**Aluminium with six functionals, all with D4**

One crystal of face-centred cubic aluminium was relaxed six times from the same starting cell. Only the density functional was changed, together with the D4 dispersion correction that belongs to it.

VASP 6.6.1, plane-wave DFT with D4 dispersion and the recommended PAW PBE potentials for all functionals: fcc aluminium, cell shape and volume relaxed, no spin polarisation. Cutoff 600 eV, 11 × 11 × 11 k-point mesh, Fermi–Dirac smearing of 0.05 eV. Volume changes count from the supplied starting cell; a is the edge of the one-atom primitive cell.

```csv
functional,volume change (%),relaxed length a (Å)
PBE,-4.500,2.81990
PBEsol,-4.530,2.81960
revPBE,-5.850,2.80650
RPBE,-6.260,2.80250
BLYP,-4.390,2.82100
SCAN,-4.090,2.82390
```

**1. Which functional gives the smallest cell, and how far apart are the six?**

RPBE gives the smallest cell, with revPBE next, and SCAN gives the largest. The volume changes run from −4.09 to −6.26 %, so the choice of functional is worth about two percentage points. One length per row is enough, because the crystal stays cubic. It is the edge of the one-atom cell; multiplied by √2 it gives the familiar cubic edge.

The volume changes look large because volume counts length three times. For PBE the cubic edge ends at 3.988 Å, only 1.5 % shorter than at the start. The start is the supplied cell, which is close to aluminium as measured at room temperature. The percentages are therefore not the effect of switching D4 on.

**2. What is odd about this order?**

Without a dispersion correction, revPBE and RPBE generally give longer lattices than PBE. Here they give shorter ones. The usual order has been turned round.

The usual order comes from the exchange energy. All three functionals lower this energy where the electron density varies strongly, and revPBE and RPBE do so more than PBE. Density varies more strongly in the outer regions of separate atoms than in a compact metal. The stronger reward therefore favours atoms that are apart, which weakens the bonds and lengthens the lattice.

**3. What could turn the order round?**

The natural candidate is D4, which adds an attraction between atoms. Its strength is not the same for all functionals: it is tuned so that functional and correction together describe the interactions of molecules. A functional that leaves molecules too weakly bound receives a larger correction. One that already holds them together well, such as SCAN, receives a small one.

PBE and revPBE make the cleanest comparison, since they differ in a single parameter of the exchange energy. In the relaxed crystal the D4 energy is −0.36 eV per atom with PBE and −0.60 eV with revPBE. The revPBE cell shrinks by 1.35 percentage points more, although the functional alone would favour a larger cell. RPBE continues the pattern, with a still larger D4 energy and a still smaller cell.

This points to an overcorrection. In molecules the extra attraction makes up for what the functional lacks. In aluminium, where each atom has many others around it on all sides, the same recipe seems to add more pull than the weaker functional had lost. Most of that pull is expected to come from beyond the twelve nearest neighbours, because D4 damps the attraction at short range. The numbers show the order and the D4 energies; that one causes the other is an argument, since the table has no runs without D4.

**4. Can a third of an electronvolt really move a metal by several per cent?**

It can, if enough of that energy depends on volume. What squeezes the crystal is not the D4 energy itself but the rate at which it deepens as the atoms approach. The cell settles where this inward pull balances the outward push of the rest of the energy. An estimate needs two quantities, the stiffness of the crystal and the pull.

The stiffness B follows from the energy gained during relaxation. Near its minimum an energy curve is a parabola, so the gain is B(ΔV)²/(2V), where V is the relaxed volume per atom and ΔV the volume lost. For PBE,

V = 3.988³/4 = 15.86 Å³, and ΔV = 15.86/0.955 − 15.86 = 0.75 Å³.

The gain of 8.8 meV then gives B ≈ 0.50 eV/Å³, or about 80 GPa. This is an average over the path from the starting cell to the relaxed one. It also contains the contribution of D4 itself, which a stricter estimate would take out.

For the pull, suppose that the D4 energy grows in proportion to 1/V. The inward pressure is then the size of the D4 energy divided by the volume, and the shrinkage is that pressure divided by the stiffness:

0.357/15.86 = 0.0225 eV/Å³, and 0.0225/0.50 ≈ 0.045, or 4.5 %.

The 1/V law is an assumption. An undamped attraction falling with the sixth power of distance would go as 1/V² and double the answer. D4, however, damps its attraction at short range, which makes the energy less steep.

The estimate thus supports a shrinkage of several per cent and no finer statement. Its closeness to the −4.50 % in the table has no meaning, because the table counts from the supplied cell and the estimate counts from a PBE crystal without D4. The useful lesson is the form of the answer: pull divided by stiffness. The same pull on a crystal half as stiff would shrink it about twice as much.

**5. Does the size of the D4 energy predict the volume?**

It does so roughly for five functionals and fails for the sixth. A least-squares straight line through all rows except BLYP gives 3.6 percentage points more shrinkage for each additional electronvolt of D4 energy. The typical miss is 0.2 points. PBE, which was part of the fit, lies worst: it shrinks 0.4 points less than the line says.

The slope is smaller than the pull alone would suggest. The estimate for PBE amounts to 4.5/0.357, or about 13 % per electronvolt, itself only a rough size. A likely reason is that functionals with a larger correction also start from a larger cell of their own. Much of the additional pull is then spent on undoing that expansion, and only the remainder appears in the table.

PBEsol shows the same balance from the other side. Its D4 energy is only −0.21 eV, well short of the PBE value, yet the two cells are practically equal. PBEsol is known to give a shorter lattice than PBE before any correction, so it needs less pull to arrive at the same place. Equal volumes here do not mean equal physics.

**6. Why does BLYP break the pattern?**

BLYP has almost the same D4 energy as RPBE, −0.68 against −0.70 eV, but it shrinks by 1.9 percentage points less. The line from the other five functionals predicts −6.1 % for it, while the calculation gives −4.4 %. That miss is several times larger than the scatter of the fitted rows. The D4 energy alone cannot account for this cell.

BLYP was left out of the fit for a physical reason. The other five functionals reproduce the energy of a uniform electron gas, and the valence electrons of aluminium are not far from being one. The correlation part of BLYP does not meet that limit, and BLYP without dispersion is known to make metals too large. A strong pull that starts from a much larger cell can end near the PBE volume.

This explanation fits the row but is not proved by it. The damping in D4 also differs between functionals, so equal D4 energies need not mean equal pulls. Separating the two effects would take relaxations of both BLYP and RPBE without D4.

**7. Which digits can be trusted?**

The relaxations stopped at small remaining pressures. Divided by the stiffness, these correspond to volume errors of at most about 0.02 %. The difference between PBE and PBEsol is 0.03 percentage points, or 0.0003 Å in the listed length. The remaining pressures of these two rows are almost equal and act in the same direction, so they hardly affect the difference. Even so, a gap this small says nothing about the physics, and the two are best read as a tie.

BLYP and PBE differ by 0.11 points, which is more than the relaxation error. It is still too little to interpret, because no second k-point mesh was tried and a metal is sensitive to that setting. Potentials made for PBE also serve all six functionals, which is a small inconsistency in the other five rows. The lead of RPBE and revPBE over the others is more than a whole point and stands clear of these doubts. For comparing functionals, one decimal in the volume change is enough.

**8. Does the contraction show that aluminium is held together by dispersion?**

It does not. That a correction pulls the atoms together in a calculation is no proof that the real crystal needs it. Some shrinkage from the starting cell is right, because the calculation leaves out heat and zero-point motion, which swell the real crystal by roughly 2 % in volume (a recalled size). All six cells lie below even that allowance, by about two to four percentage points. With D4, every functional here makes aluminium too small.

A likely reason lies in what the correction assumes. D4 adds up attractions between atoms that each carry their own polarisable electrons. In aluminium the outer electrons are shared by the whole crystal, and they screen the fluctuating charges that cause dispersion. Much of their cohesion is also already contained in the functional, so an atom-by-atom attraction on top can count part of it twice.

This suggests how to judge another functional for the same metal. Ask first how large its cell is without a correction, and then how strong a D4 pull it receives; the answer is the balance of the two. If D4 were switched off in all six rows, revPBE and RPBE should move from the short end of the list to the long side of PBE. How much of each contraction would then disappear is the question this table leaves open, and six relaxations without D4 on the same mesh would settle it.
